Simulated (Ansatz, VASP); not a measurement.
# Sn23GeO48 (Ge_Sn): VASP beside Ansatz

One calculation is typed for both programs; each brings its own data sets. How far apart do they land? The cell is taken from a series of runs on this material, whose earlier steps may have relaxed, scaled, displaced or heated it; both programs get it as it stands.

Calculated with Ansatz 0.2.0; plane waves, with VASP 6.6.1 beside it; single point at r2SCAN.

## Step 1: Starting point

The cell holds 72 atoms: 23 Sn, 48 O and 1 Ge. Its edges and angles: a = 9.516 Å, b = 9.516 Å, c = 9.602 Å, α = 90.0°, β = 90.0°, γ = 90.0°. It derives from SnO2 (SnO2 (P4_2/mnm)). Nearest the centre at fractional (0.500, 0.500, 0.667): Ge72 at 0.01 Å, O41 at 1.94 Å, O45 at 1.94 Å, O52 at 1.94 Å, O56 at 1.95 Å, O70 at 1.95 Å, O35 at 1.95 Å, Sn22 at 3.16 Å.

As a file:

```cif
data_structure
_symmetry_space_group_name_H-M 'P 1'
_symmetry_Int_Tables_number 1
_cell_length_a 9.5155
_cell_length_b 9.5155
_cell_length_c 9.6020
_cell_angle_alpha 90.000
_cell_angle_beta 90.000
_cell_angle_gamma 90.000
_cell_volume 869.42
loop_
_atom_site_label
_atom_site_type_symbol
_atom_site_fract_x
_atom_site_fract_y
_atom_site_fract_z
_atom_site_occupancy
Sn1 Sn 0.24919 0.24867 0.16691 1
Sn2 Sn 0.00002 0.99948 0.99936 1
Sn3 Sn 0.25341 0.25291 0.50159 1
Sn4 Sn 0.00004 0.99944 0.33445 1
Sn5 Sn 0.25345 0.25289 0.83224 1
Sn6 Sn 0.00002 0.99950 0.66691 1
Sn7 Sn 0.25100 0.74852 0.16691 1
Sn8 Sn 0.00002 0.49946 0.99990 1
Sn9 Sn 0.25219 0.74740 0.50179 1
Sn10 Sn 0.00003 0.49953 0.33391 1
Sn11 Sn 0.25211 0.74732 0.83202 1
Sn12 Sn 0.00003 0.49948 0.66691 1
Sn13 Sn 0.74909 0.25044 0.16690 1
Sn14 Sn 0.50003 0.99945 0.99991 1
Sn15 Sn 0.74794 0.25163 0.50180 1
Sn16 Sn 0.50000 0.99955 0.33391 1
Sn17 Sn 0.74787 0.25158 0.83201 1
Sn18 Sn 0.50002 0.99948 0.66690 1
Sn19 Sn 0.75081 0.75029 0.16689 1
Sn20 Sn 0.50001 0.49949 0.99633 1
Sn21 Sn 0.74658 0.74605 0.50158 1
Sn22 Sn 0.50004 0.49944 0.33749 1
Sn23 Sn 0.74663 0.74607 0.83221 1
O24 O 0.09589 0.40131 0.16693 1
O25 O 0.40186 0.09539 0.16688 1
O26 O 0.15357 0.15303 0.99856 1
O27 O 0.34789 0.34744 0.00087 1
O28 O 0.09828 0.40332 0.50042 1
O29 O 0.40388 0.09780 0.50045 1
O30 O 0.15361 0.15301 0.33498 1
O31 O 0.34795 0.34741 0.33327 1
O32 O 0.09831 0.40334 0.83337 1
O33 O 0.40392 0.09780 0.83339 1
O34 O 0.15540 0.15485 0.66679 1
O35 O 0.35517 0.35474 0.66705 1
O36 O 0.09754 0.90190 0.16689 1
O37 O 0.40366 0.59593 0.16692 1
O38 O 0.15553 0.65016 0.99905 1
O39 O 0.34929 0.84402 0.99929 1
O40 O 0.09779 0.90168 0.50066 1
O41 O 0.40702 0.59262 0.51245 1
O42 O 0.15553 0.65019 0.33454 1
O43 O 0.34928 0.84406 0.33477 1
O44 O 0.09777 0.90166 0.83316 1
O45 O 0.40701 0.59265 0.82137 1
O46 O 0.15069 0.65352 0.66675 1
O47 O 0.34589 0.84893 0.66705 1
O48 O 0.59645 0.40309 0.16688 1
O49 O 0.90248 0.09701 0.16691 1
O50 O 0.65075 0.15494 0.99904 1
O51 O 0.84454 0.34877 0.99927 1
O52 O 0.59310 0.40638 0.51245 1
O53 O 0.90225 0.09727 0.50063 1
O54 O 0.65072 0.15500 0.33452 1
O55 O 0.84455 0.34878 0.33476 1
O56 O 0.59307 0.40639 0.82135 1
O57 O 0.90223 0.09726 0.83317 1
O58 O 0.65412 0.15007 0.66675 1
O59 O 0.84945 0.34536 0.66706 1
O60 O 0.59818 0.90360 0.16694 1
O61 O 0.90416 0.59766 0.16687 1
O62 O 0.65212 0.65155 0.00053 1
O63 O 0.84646 0.84594 0.99884 1
O64 O 0.59614 0.90120 0.50041 1
O65 O 0.90176 0.59562 0.50045 1
O66 O 0.65216 0.65152 0.33295 1
O67 O 0.84651 0.84590 0.33524 1
O68 O 0.59615 0.90118 0.83336 1
O69 O 0.90179 0.59566 0.83337 1
O70 O 0.64488 0.64425 0.66676 1
O71 O 0.84462 0.84416 0.66702 1
Ge72 Ge 0.50001 0.49949 0.66690 1
```

## Step 2: VASP: single point, r2SCAN

With cell and atoms fixed, the geometry can't cause a difference; cores, projectors, grids and the points listed under the comparison can.

Lines of VASP's logs that name or quote its potential files are left out, and so is its time.

Contents of INCAR:

```
SYSTEM = Sn23GeO48
PREC = Accurate
ENCUT = 580
EDIFF = 1E-06
NELM = 120
ISMEAR = -1
SIGMA = 0.01
LREAL = Auto
ALGO = Normal
METAGGA = R2SCAN
LASPH = .TRUE.
NBANDS = 368
LORBIT = 11
LWAVE = .FALSE.
LCHARG = .FALSE.
ISIF = 2
ISYM = 0
GGA_COMPAT = .FALSE.
EFERMI = MIDGAP
LMIXTAU = .TRUE.
KPAR = 4
```

Contents of POSCAR:

```
Sn23GeO48
1.0
    9.5155030731      0.0000000000      0.0000000000
    0.0000000000      9.5155030731      0.0000000000
    0.0000000000      0.0000000000      9.6020443945
Sn O Ge
23 48 1
Direct
    0.2491908881      0.2486749447      0.1669081066
    0.0000243221      0.9994782734      0.9993555430
    0.2534147112      0.2529115825      0.5015946964
    0.0000401975      0.9994446292      0.3344480249
    0.2534521076      0.2528922972      0.8322389007
    0.0000158065      0.9994970856      0.6669138484
    0.2510032107      0.7485228905      0.1669101721
    0.0000212953      0.4994562621      0.9999034442
    0.2521918870      0.7474045924      0.5017928947
    0.0000295277      0.4995265188      0.3339057942
    0.2521129120      0.7473174648      0.8320214092
    0.0000322865      0.4994766822      0.6669056493
    0.7490894893      0.2504374668      0.1669020463
    0.5000318713      0.9994513596      0.9999073112
    0.7479405715      0.2516276795      0.5018009131
    0.5000002789      0.9995457194      0.3339062616
    0.7478652379      0.2515820469      0.8320075225
    0.5000228853      0.9994781602      0.6668998341
    0.7508100560      0.7502880444      0.1668948164
    0.5000083385      0.4994866242      0.9963319125
    0.7465775295      0.7460514506      0.5015835666
    0.5000431887      0.4994443462      0.3374855061
    0.7466322294      0.7460739457      0.8322126881
    0.0958916208      0.4013059447      0.1669267112
    0.4018608347      0.0953877207      0.1668847060
    0.1535682943      0.1530310263      0.9985590084
    0.3478874381      0.3474427515      0.0008662630
    0.0982802221      0.4033174290      0.5004199047
    0.4038778635      0.0977995064      0.5004527380
    0.1536075345      0.1530060260      0.3349837933
    0.3479461940      0.3474135460      0.3332717964
    0.0983073188      0.4033443257      0.8333743622
    0.4039197247      0.0977951091      0.8333850312
    0.1553991324      0.1548485034      0.6667870525
    0.3551691829      0.3547359168      0.6670460874
    0.0975422501      0.9019048013      0.1668873355
    0.4036578147      0.5959270039      0.1669204879
    0.1555280754      0.6501636152      0.9990483662
    0.3492887973      0.8440225307      0.9992917081
    0.0977922246      0.9016829680      0.5006648775
    0.4070195973      0.5926238217      0.5124462332
    0.1555295694      0.6501870555      0.3345392407
    0.3492790424      0.8440647721      0.3347664867
    0.0977676889      0.9016557507      0.8331600320
    0.4070089452      0.5926491079      0.8213651490
    0.1506944114      0.6535243738      0.6667456311
    0.3458873319      0.8489345699      0.6670502021
    0.5964539808      0.4030923634      0.1668774849
    0.9024785737      0.0970082962      0.1669148383
    0.6507497347      0.1549406325      0.9990353531
    0.8445433992      0.3487694448      0.9992654298
    0.5931009490      0.4063754577      0.5124514731
    0.9022501760      0.0972698498      0.5006250544
    0.6507174910      0.1550022169      0.3345165532
    0.8445496194      0.3487836565      0.3347550148
    0.5930676807      0.4063935017      0.8213531899
    0.9022290604      0.0972560339      0.8331714007
    0.6541189487      0.1500691665      0.6667529830
    0.8494545102      0.3453611461      0.6670600453
    0.5981835666      0.9036043947      0.1669371204
    0.9041588123      0.5976552710      0.1668702034
    0.6521238602      0.6515509375      0.0005310796
    0.8464639863      0.8459434791      0.9988408879
    0.5961384890      0.9012002032      0.5004064963
    0.9017622334      0.5956196838      0.5004519580
    0.6521568326      0.6515233743      0.3329482969
    0.8465050758      0.8458966884      0.3352434349
    0.5961502460      0.9011753885      0.8333609137
    0.9017879807      0.5956579500      0.8333738055
    0.6448784404      0.6442468789      0.6667592600
    0.8446154450      0.8441581340      0.6670229642
    0.5000119021      0.4994855998      0.6668980104
```

Contents of KPOINTS:

```
Points of the shifted mesh
8
Reciprocal
 0.2500000000  0.2500000000  0.2500000000 1
 0.2500000000  0.2500000000  0.7500000000 1
 0.2500000000  0.7500000000  0.2500000000 1
 0.2500000000  0.7500000000  0.7500000000 1
 0.7500000000  0.2500000000  0.2500000000 1
 0.7500000000  0.2500000000  0.7500000000 1
 0.7500000000  0.7500000000  0.2500000000 1
 0.7500000000  0.7500000000  0.7500000000 1
```

Potentials, in the order of the species: Sn_d, O and Ge_d (PBE family, release 64).

Launch:

```
mpirun -np 8 vasp_std
```

Numbers of over 12 decimals in the logs are rounded to 6 here.

Output:

```text
[banner, memory and clock lines left out]
running    8 mpi-ranks, on    1 nodes
[...]
|                                                                             |
|           W    W    AA    RRRRR   N    N  II  N    N   GGGG   !!!           |
|           W    W   A  A   R    R  NN   N  II  NN   N  G    G  !!!           |
|           W    W  A    A  R    R  N N  N  II  N N  N  G       !!!           |
|           W WW W  AAAAAA  RRRRR   N  N N  II  N  N N  G  GGG   !            |
|           WW  WW  A    A  R   R   N   NN  II  N   NN  G    G                |
|           W    W  A    A  R    R  N    N  II  N    N   GGGG   !!!           |
|                                                                             |
|     For optimal performance we recommend to set                             |
|       NCORE = 2 up to number-of-cores-per-socket                            |
|     NCORE specifies how many cores store one orbital (NPAR=cpu/NCORE).      |
|     This setting can greatly improve the performance of VASP for DFT.       |
[...]
|               ----> ADVICE to this user running VASP <----                  |
|                                                                             |
|     You enforced a specific xc type in the INCAR file but a different       |
|     [... a line on the potential file left out ...]
|     I HOPE YOU KNOW WHAT YOU ARE DOING!                                     |
|                                                                             |

 LDA part: xc-table for (None), standard interpolation
 POSCAR, INCAR and KPOINTS ok, starting setup
[...]
entering main loop
       N       E                     dE             d eps       ncg     rms          rms(c)
DAV:   1     0.144170702050E+05    0.14417E+05   -0.25088E+05  5984   0.304E+03
DAV:   2     0.266586569138E+04   -0.11751E+05   -0.11198E+05  5888   0.948E+02
DAV:   3    -0.724797522422E+03   -0.33907E+04   -0.31932E+04  6112   0.376E+02
DAV:   4    -0.120216404686E+04   -0.47737E+03   -0.46565E+03  6816   0.147E+02
[...]
DAV:  24    -0.100427738459E+04   -0.37542E-05   -0.31214E-06  4480   0.670E-03    0.115E-03
DAV:  25    -0.100427738837E+04   -0.37854E-05   -0.22919E-06  3744   0.513E-03    0.749E-04
DAV:  26    -0.100427738873E+04   -0.36227E-06   -0.27088E-07  3136   0.212E-03
   1 F= -.10042774E+04 E0= -.10042774E+04  d E =0.000000E+00
```

Parts of OUTCAR (step 2):

```text
 POSITION                                       TOTAL-FORCE (eV/Angst)
 -----------------------------------------------------------------------------------
      2.37118      2.36627      1.60266         0.002381      0.003753      0.001538
      0.00023      9.51054      9.59586         0.001503      0.000150     -0.005360
      2.41137      2.40658      4.81633        -0.006071     -0.008600     -0.016132
      0.00038      9.51022      3.21138         0.000576      0.005118      0.002561
      2.41172      2.40640      7.99119        -0.006135     -0.003582      0.008970
      0.00015      9.51072      6.40374        -0.000369      0.000854     -0.001759
      2.38842      7.12257      1.60268        -0.025747      0.024661     -0.001917
      0.00020      4.75258      9.60112         0.000919      0.001897     -0.008966
      2.39973      7.11193      4.81824        -0.013776      0.005399      0.027196
      0.00028      4.75325      3.20618         0.000777     -0.001022      0.008702
      2.39898      7.11110      7.98911        -0.006595      0.012782     -0.018627
      0.00031      4.75277      6.40366         0.003668      0.003774      0.001286
      7.12796      2.38304      1.60260         0.020477     -0.021572     -0.001528
      4.75805      9.51028      9.60115        -0.000047      0.001722     -0.009247
[...]
-----------------------------------------------------------------------------------
    total drift:                                0.018233      0.056825     -0.012393

  FREE ENERGIE OF THE ION-ELECTRON SYSTEM (eV)
  ---------------------------------------------------
  free  energy   TOTEN  =     -1004.2773887330 eV

  energy  without entropy=    -1004.2773887330  energy(sigma->0) =    -1004.27738873
```

The run ends at a pressure of -1.10 GPa, with forces up to 0.047 eV/Å.

## Step 3: Ansatz: single point, r2SCAN

Ansatz runs on its PAW soft_1 files.

The same cell, functional, mesh and smearing now go to Ansatz.

Contents of input.yaml:

```yaml
crystal:
  checkpoint: "../qm1_M1.relax.run"
  host: checkpoint
basis:
  ecutwfc: 500
  xc_grid: 2
hamiltonian:
  xc: r2scan
  pseudopotentials: { kind: paw, azcp: { folder: soft_1 } }
kpoints:
  mp_grid: { grid: [2, 2, 2], shift: [0.5, 0.5, 0.5] }
scf:
  occupations: { method: fermi_dirac, width: 0.01 }
  max_iter: 60
output:
  forces: true
  eigenvalues: true
  charged_corrections: { defect_position: [0.5, 0.5, 0.666667] }
checkpoint:
  read: "../qm1_M1.relax.run"
  write: "../qm1_M1.point_neutral.run"
  compress: false
  write_wavefunctions: false
  write_every: 100000
```

Launch:

```
ansatz run input.yaml --threads 4 --pin off --max-ram 15073MiB --backend cpu --events-out ev --progress --plain --runs-dir out
```

Output:

```text
Warning: checkpoint.read: spin treatment differs: saved collinear, current unpolarized; the saved charge density seeds this run and the saved magnetisation is not carried: this deck is unpolarised; the saved density holds an absolute magnetisation of 1.1e0 μB; saved orbitals and DFT+U occupations are not carried; the saved kinetic-energy density and PAW projector densities are carried summed over spin
checkpoint.read: the saved state was converged at a total charge of -1 e, and this run's is 0 e: a saved density that it takes is scaled to its electron count
crystal.checkpoint: the structure is that of <dir>, a `relax` run, at its step 5: its result, under r2scan at a charge of -1 e; 72 atoms read, 0 with a starting moment; this deck's charge is 0 e; crystal.structure_sha256 for this input is
Engine: ansatz 0.2.0, aarch64-unknown-linux-gnu
Pseudopotentials: kind: paw
Pseudopotential: Sn, paw, valence charge 14, recommended cutoff 500 eV (meta_gga), soft_1/Sn.paw.azcp
Pseudopotential: O, paw, valence charge 6, recommended cutoff 500 eV (meta_gga), soft_1/O.paw.azcp
Pseudopotential: Ge, paw, valence charge 14, recommended cutoff 500 eV (meta_gga), soft_1/Ge.paw.azcp
Functional definition: r2SCAN
  parameter k0 = 0.174
  parameter k1 = 0.065
  parameter a1 = 4.9479
  exchange = r2scan_x(k0 = k0, k1 = k1, a1 = a1)
  correlation = r2scan_c
Crystal: 72 atoms, lattice volume = 869.415 Å³
Basis set: ecut = 500 eV, 22119 PW (Γ), exchange–correlation on 144×144×144 points (8 copies of the dense FFT grid, shifted against one another)
Bands: 384, of which v1, the nominal top of the filled ones, is band 312 counted from 1 (311 counted from 0)
Symmetry: 1 space group operations
Space group: P1 (ITA 1), of the structure as read, at distance tolerance 9.5e-5 Å
k-points: 4 of 8 (time reversal used)
Non-local potential: Sn, projectors of the file, l = 0: 2, l = 1: 2, l = 2: 2, l = 3: 1
Non-local potential: O, projectors of the file, l = 0: 2, l = 1: 2, l = 2: 1
Non-local potential: Ge, projectors of the file, l = 0: 2, l = 1: 2, l = 2: 3, l = 3: 1
PAW form: soft (Blöchl's): semilocal exchange-correlation on the pseudo side does not see the compensation charge
PAW frozen core: Sn, regenerated for the run's functional (the file was generated under x = pbe(κ = 0.804, μ = 0.219515), c = pbe(β = 0.066725))
PAW frozen core: O, regenerated for the run's functional (the file was generated under x = pbe(κ = 0.804, μ = 0.219515), c = pbe(β = 0.066725))
PAW frozen core: Ge, regenerated for the run's functional (the file was generated under x = pbe(κ = 0.804, μ = 0.219515), c = pbe(β = 0.066725))
PAW one-centre angular grid: Sn, 590 points (default); XC on 160 Gauss nodes
PAW one-centre angular grid: O, 302 points (default); XC on 160 Gauss nodes
PAW one-centre angular grid: Ge, 590 points (default); XC on 160 Gauss nodes
Initial density: read from a saved state, or passed on in memory by an earlier SCF of this step, an earlier step, the calling program or the single point that the run made first
Initial wavefunctions: pseudopotential atomic-orbital guess
Functional: x = r2scan, c = r2scan; τ floored in thin density (d = 2e-4 eV/Å³)
iter 1 solved again at ethr=1.30e-5 eV; its pass at ethr=3.10e-3 eV (dr2=8.13e-2 eV) is discarded
SCF iter   1: F=—  HF=-170494.345921 eV  |F-HF|=—  |Δ(HF+E_count)|=         —  Δρ=3.71e-3  dr2=8.12e-2  dr2_τ=1.20e-3  ethr=1.30e-5  ⟨swp⟩=7.5  Hψ=9363  notcnv=0
preconditioner: auto → Resta (q_TF=auto, 2.582 Å⁻¹)  ε∞=3.3  [insulator: Δε(μ)=2.887 eV  Ē_g=20.817 eV  σ=0.010 eV  W_gap=1.00  n_scr=250 (ndim 8)  ℏωp=31.5 eV  f_vac=0.029  D(μ)=0.00/eV (n_scr^D=0)  ε∞_Penn≈3.3]
SCF iter   2: F=—  HF=-170494.314940 eV  |F-HF|=—  |Δ(HF+E_count)|=   3.10e-2  Δρ=1.47e-3  dr2=1.39e-2  dr2_τ=7.69e-4  ethr=1.30e-5  ⟨swp⟩=4.2  Hψ=2751  notcnv=0
SCF iter   3: F=—  HF=-170494.310387 eV  |F-HF|=—  |Δ(HF+E_count)|=   4.55e-3  Δρ=4.58e-4  dr2=1.72e-3  dr2_τ=1.64e-4  ethr=2.23e-6  ⟨swp⟩=3.5  Hψ=3038  notcnv=0
SCF iter   4: F=—  HF=-170494.309865 eV  |F-HF|=—  |Δ(HF+E_count)|=   5.22e-4  Δρ=1.03e-4  dr2=9.18e-5  dr2_τ=7.54e-6  ethr=2.76e-7  ⟨swp⟩=2.0  Hψ=2874  notcnv=0
SCF iter   5: F=—  HF=-170494.310972 eV  |F-HF|=—  |Δ(HF+E_count)|=   1.11e-3  Δρ=5.73e-5  dr2=2.17e-5  dr2_τ=2.54e-6  ethr=1.47e-8  ⟨swp⟩=2.0  Hψ=2784  notcnv=0
SCF iter   6: F=—  HF=-170494.310970 eV  |F-HF|=—  |Δ(HF+E_count)|=   2.27e-6  Δρ=2.12e-5  dr2=3.20e-6  dr2_τ=2.50e-7  ethr=3.47e-9  ⟨swp⟩=2.0  Hψ=2784  notcnv=0
SCF iter   7: F=—  HF=-170494.310970 eV  |F-HF|=—  |Δ(HF+E_count)|=   5.46e-8  Δρ=3.52e-6  dr2=1.37e-7  dr2_τ=5.60e-9  ethr=5.13e-10  ⟨swp⟩=2.0  Hψ=2784  notcnv=0
SCF iter   8: F=-170494.310970 eV  HF=-170494.310970 eV  |F-HF|=3.67e-9  |Δ(HF+E_count)|=   8.91e-9  Δρ=1.04e-6  dr2=9.76e-9  dr2_τ=5.30e-10  ethr=1.60e-11  ⟨swp⟩=8.0  Hψ=6145  notcnv=0
[...]
k-point 2: bands = [... 308 lower, 8.2979, 8.3268, 8.4145, 8.6836, 11.5653, 13.0719, 13.1520, 13.3151, ... 68 higher]
  k-point 3: bands = [... 308 lower, 8.2979, 8.3267, 8.4146, 8.6836, 11.5653, 13.0720, 13.1520, 13.3151, ... 68 higher]
```

In the SCF lines HF is the Harris–Foulkes energy and dr2 the Hartree energy of the density residual, in eV; the loop may stop once dr2 is under the threshold and the program's other checks hold. Hψ counts applications of the Hamiltonian.

## Step 4: Side by side

Known differences besides the potentials themselves: VASP keeps PBE cores, Ansatz makes them for the functional; the cutoff is 500 eV in Ansatz and 580 eV in VASP (PREC = Accurate, projectors in real space). Total energies have different zeros and are not compared.

Compared:

```tsv
quantity	Ansatz	VASP	difference
gap on the k mesh (eV)	2.882	2.890	-0.008
```

At this near-relaxed geometry the largest component of a force difference is 33 meV/Å. A gap on the mesh is an upper bound, since the band edges may lie between its points.

## Step 5: Results

```json
{
 "r.m.s. force difference (single point, r2SCAN)": "15 meV/Å"
}
```

In words: The r.m.s. force difference is 15 meV/Å (single point, r2SCAN), beyond the 12 meV/Å picked in this series as the mark of a large difference. What causes the difference of the single point, r2SCAN pair stays open here. Such differences can come from data sets, numerical settings and the points named under the comparisons, not from the functional's error against experiment.

[Lines on the potential files, build, host, timing and source positions are cut from VASP's logs without a mark.]

[Logs are printed without paths, hosts, clocks, repeated set-up lines and the standing remarks that a program may print on its own settings, such as how far it seeks lower states.]

[Hosts, paths, dates, database ids (printed as entryN), source tags and the programs' standing remarks are cut or masked in the printed files.]
